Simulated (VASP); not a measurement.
# Zr₅B₁₂: saddle point by the improved dimer method

Zr₅B₁₂, defect, 17 atoms in the cell. PBE, improved dimer method; PAW potentials Zr_sv, B (PBE set).

Path: a Zr atom hops into a neighbouring Zr vacancy; Length of the hop (Å): 3.17; Atoms free in the vibrations (from 0): 0, 5, 8, 11, 14.

## Input

INCAR.step1:
```
SYSTEM = Zr5B12
ALGO = Normal ; EDIFF = 1E-7
EDIFFG = -0.005 ; ENCUT = 350
IBRION = 2 ; ISIF = 2
ISMEAR = 1 ; ISYM = 0
KPAR = 8 ; LASPH = .TRUE.
LCHARG = .FALSE. ; LREAL = .FALSE.
LWAVE = .FALSE. ; NELM = 100
NSW = 100 ; POTIM = 0.5
PREC = Accurate ; SIGMA = 0.1
```

INCAR.step2, as INCAR.step1 but for:
```
- EDIFF = 1E-7
- EDIFFG = -0.005
+ EDIFF = 1E-6
+ EDIFFG = -0.02
```

INCAR.step3, as INCAR.step2 but for:
```
- IBRION = 2
- ISIF = 2
- NSW = 100
- POTIM = 0.5
+ IBRION = 44
+ NSW = 600
```

INCAR.step4, as INCAR.step3 but for:
```
- EDIFF = 1E-6
- EDIFFG = -0.02
- IBRION = 44
- NSW = 600
+ EDIFF = 1E-7
+ IBRION = 5
+ NFREE = 2
+ NSW = 1
+ POTIM = 0.015
```

KPOINTS:
```
k-points
0
Gamma
  3 2 5
```

POSCAR.step1:
```
Zr5B12
1.0
    6.3400000000      0.0000000000      0.0000000000
   -4.7550000000      8.2359015900      0.0000000000
    0.0000000000      0.0000000000      3.5330000000
Zr B
5 12
Direct
    0.0000000000      0.3333333333      0.0000000000
    0.0000000000      0.6666666667      0.0000000000
    0.5000000000      0.0000000000      0.0000000000
    0.5000000000      0.3333333333      0.0000000000
    0.5000000000      0.6666666667      0.0000000000
    0.3333333334      0.1111111111      0.5000000000
    0.3333333334      0.4444444444      0.5000000000
    0.3333333334      0.7777777778      0.5000000000
    0.8333333333      0.1111111111      0.5000000000
    0.8333333333      0.4444444444      0.5000000000
    0.8333333333      0.7777777778      0.5000000000
    0.1666666666      0.2222222222      0.5000000000
    0.1666666666      0.5555555556      0.5000000000
    0.1666666666      0.8888888889      0.5000000000
    0.6666666666      0.2222222222      0.5000000000
    0.6666666666      0.5555555556      0.5000000000
    0.6666666666      0.8888888889      0.5000000000
```

POSCAR.step2:
```
Zr5B12
1.0
    6.3400000000      0.0000000000      0.0000000000
   -4.7550000000      8.2359015900      0.0000000000
    0.0000000000      0.0000000000      3.5330000000
Zr B
5 12
Direct
    0.0000000000      0.0000000000      0.0000000000
    0.0000000000      0.6666666667      0.0000000000
    0.5000000000      0.0000000000      0.0000000000
    0.5000000000      0.3333333333      0.0000000000
    0.5000000000      0.6666666667      0.0000000000
    0.3333333334      0.1111111111      0.5000000000
    0.3333333334      0.4444444444      0.5000000000
    0.3333333334      0.7777777778      0.5000000000
    0.8333333333      0.1111111111      0.5000000000
    0.8333333333      0.4444444444      0.5000000000
    0.8333333333      0.7777777778      0.5000000000
    0.1666666666      0.2222222222      0.5000000000
    0.1666666666      0.5555555556      0.5000000000
    0.1666666666      0.8888888889      0.5000000000
    0.6666666666      0.2222222222      0.5000000000
    0.6666666666      0.5555555556      0.5000000000
    0.6666666666      0.8888888889      0.5000000000
```

POSCAR.step3:
```
Zr5B12                                  
1.0
    6.3400000000      0.0000000000      0.0000000000
   -4.7550000000      8.2359015900      0.0000000000
    0.0000000000      0.0000000000      3.5330000000
Zr B
5 12
Direct
    0.0028953502      0.1707674086      1.0028315372
    0.9967521467      0.6744031426     -0.0013734707
    0.4830623706      1.0073867837      0.9955629618
    0.5213811343      0.3458608630     -0.0021471758
    0.4967325216      0.6732297779      0.9936058746
    0.3346026217      0.1200107931      0.4991137686
    0.3378793611      0.4563200963      0.4996718602
    0.3384543297      0.7894789552      0.4976289786
    0.8147820558      0.1174393201      0.5110056096
    0.8339044999      0.4534927206      0.5055049456
    0.8326468646      0.7901751961      0.5051897297
    0.1879928986      0.2374105347      0.5035556511
    0.1569443278      0.5648845958      0.4944118272
    0.1599690331      0.8997437662      0.5044469379
    0.6620268883      0.2318347644      0.4999206769
    0.6697828762      0.5684890954      0.5040650086
    0.6671531947      0.8990238210      0.4983777064

    0.4808904434     -0.8394906071      0.0000000141
   -0.0124980205      0.0282110967     -0.0000000002
   -0.0221725763      0.0690867083      0.0000000191
   -0.0219149356      0.0692254758     -0.0000000123
   -0.0495909699      0.0239437247     -0.0000000097
   -0.0280309940      0.0674706693      0.0000000004
   -0.0360554172      0.0463610185     -0.0000000037
   -0.0303058406      0.0488431243     -0.0000000034
   -0.0371431476      0.0783037527      0.0000000002
   -0.0253286243      0.0470008483      0.0000000003
   -0.0311608289      0.0361339211     -0.0000000037
   -0.0371629370      0.0791035390     -0.0000000040
   -0.0311822861      0.0368302177     -0.0000000013
   -0.0253791586      0.0471395310     -0.0000000010
   -0.0274228445      0.0673627642      0.0000000063
   -0.0303159432      0.0483682548      0.0000000010
   -0.0352259192      0.0461059608     -0.0000000022
```

POSCAR.step4:
```
Zr5B12
1.0
    6.3400000000      0.0000000000      0.0000000000
   -4.7550000000      8.2359015900      0.0000000000
    0.0000000000      0.0000000000      3.5330000000
Zr B
5 12
Selective dynamics
Direct
    0.9998073895      0.1766728097      0.0006149485  T T T
    0.9998347077      0.6764638506      0.0007014616  F F F
    0.4578306206      0.0001930632      0.0006566838  F F F
    0.5418247815      0.3527183201      0.0006744903  F F F
    0.4998444777      0.6764673713      0.0006754450  F F F
    0.3271371725      0.1221149552      0.5006356363  T T T
    0.3410684823      0.4587866926      0.5006575883  F F F
    0.3238440504      0.7837275310      0.5006642884  F F F
    0.7494133770      0.0901079910      0.5006269934  T T T
    0.8488135506      0.4582642777      0.5006935449  F F F
    0.8311482336      0.7880611831      0.5007472035  F F F
    0.2502512743      0.2628255213      0.5006541975  T T T
    0.1685383545      0.5648529579      0.5006660737  F F F
    0.1508385618      0.8946543946      0.5006888843  F F F
    0.6723692406      0.2307236134      0.5006762501  T T T
    0.6757921543      0.5691783491      0.5006998802  F F F
    0.6586060458      0.8941387529      0.5006388578  F F F
```

POSCAR.step5:
```
Zr5B12
1.0
    6.3400000000      0.0000000000      0.0000000000
   -4.7550000000      8.2359015900      0.0000000000
    0.0000000000      0.0000000000      3.5330000000
Zr B
5 12
Selective dynamics
Direct
    0.0009620918      0.3287234940      0.9999999960  T T T
    0.9990379103      0.6712765057      0.0000000039  F F F
    0.4999999990      0.9999999976      0.9999999979  F F F
    0.4914982671      0.3278444824      0.0000000031  F F F
    0.5085017375      0.6721555216      0.9999999966  F F F
    0.3295055352      0.1084401084      0.4999999972  T T T
    0.3335239867      0.4445534816      0.4999999998  F F F
    0.3345507480      0.7799000443      0.5000000015  F F F
    0.8343214154      0.1085943394      0.5000000001  T T T
    0.8334488472      0.4444521416      0.4999999999  F F F
    0.8383065954      0.7842871083      0.5000000026  F F F
    0.1616934052      0.2157128925      0.4999999977  T T T
    0.1665511522      0.5555478571      0.4999999997  F F F
    0.1656785834      0.8914056609      0.5000000002  F F F
    0.6654492501      0.2200999558      0.4999999992  T T T
    0.6664760114      0.5554465171      0.5000000009  F F F
    0.6704944638      0.8915598917      0.5000000037  F F F
```

Commands (each step's output is kept before the next begins):
```
cat potpaw_PBE.64/Zr_sv/POTCAR potpaw_PBE.64/B/POTCAR > POTCAR
cp INCAR.step1 INCAR
cp POSCAR.step1 POSCAR
mpirun -np 8 vasp_std > vasp.out
cp INCAR.step2 INCAR
cp POSCAR.step2 POSCAR
mpirun -np 8 vasp_std > vasp.out
# the block under the positions in POSCAR is the starting axis: the straight line between the two relaxed ends
cp INCAR.step3 INCAR
cp POSCAR.step3 POSCAR
mpirun -np 8 vasp_std > vasp.out
# POSCAR: the saddle point
cp INCAR.step4 INCAR
cp POSCAR.step4 POSCAR
mpirun -np 8 vasp_std > vasp.out
# POSCAR: the relaxed minimum
cp POSCAR.step5 POSCAR
mpirun -np 8 vasp_std > vasp.out
```

## Result

- Barrier (eV): 4.818
- Barrier with zero-point energies (eV): 4.840
- Imaginary frequency (cm⁻¹): 101
- Imaginary modes at the saddle: 1
- Attempt frequency (THz): 4.4
- Force evaluations of the dimer: 69
- Largest force left (eV/Å): 0.0142
- Ionic steps, all stages: 147
- Electronic steps, all stages: 908

Vibrations (cm⁻¹; a negative value is imaginary):

| Mode | Minimum | Saddle |
|---|---|---|
| 1 | 764 | 1015 |
| 2 | 731 | 1008 |
| 3 | 660 | 691 |
| 4 | 646 | 658 |
| 5 | 632 | 635 |
| 6 | 552 | 606 |
| 7 | 543 | 565 |
| 8 | 513 | 529 |
| 9 | 484 | 470 |
| 10 | 477 | 459 |
| 11 | 396 | 423 |
| 12 | 385 | 370 |
| 13 | 229 | 211 |
| 14 | 202 | 132 |
| 15 | 197 | -101 |

Harmonic rate, classical:

| Temperature (K) | Jumps per second |
|---|---|
| 300 | 5.1e-69 |
| 600 | 1.5e-28 |
| 900 | 4.6e-15 |

The cell is ZrB2 (18 atoms) with one Zr atom missing.

Limits: the cell holds 17 atoms, so the vacancy or interstitial meets its own images and the barrier isn't that of a lone defect; the attempt frequency counts the hopping atom and the four atoms nearest to it, while all others are held.

VASP 6.6.1 took 1008 s on 8 cores (Intel Xeon 6975P-C (Granite Rapids)), a shared host.
